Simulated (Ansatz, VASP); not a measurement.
**One calculation of TiO2, two programs**

```xyz
6
Lattice="4.4267 0.0000 0.0000 0.0000 4.4267 0.0000 0.0000 0.0000 2.8058" Properties=species:S:1:pos:R:3 pbc="T T T"
Ti    0.0000    0.0000    0.0000
Ti    2.2134    2.2134    1.4029
O     1.3506    1.3506    0.0000
O     0.8628    3.5639    1.4029
O     3.0761    3.0761    0.0000
O     3.5639    0.8628    1.4029
```

Alike in both runs: task single point; functional PBE; k mesh 6 × 6 × 10; occupations gaussian, width 0.05 eV; no spin polarisation.

|  | VASP | Ansatz |
| --- | --- | --- |
| version | VASP 6.6.1 | Ansatz 0.2.0 |
| potentials or method | VASP PAW PBE potentials, release 64 (Ti_sv, O) | scalar-relativistic, plane waves, PAW |
| plane-wave cutoff (eV) | 520 | 520 |
| valence electrons in the cell | 48 | 48 |

```csv
,VASP,Ansatz,Ansatz less VASP
gap on the k mesh at the Fermi level (eV),2.22,2.26,+0.040
least direct gap on the mesh (eV),2.22,2.26,+0.040
rms of the force components (eV/Å),0.486,0.470,-0.0155
```

Atom by atom the forces differ by 0.016 eV/Å (rms over components).

Caveats: forces of over 1 eV/Å show positions far from the minimum, so gaps and moduli don't describe the material at rest. A k mesh can miss the band edges.
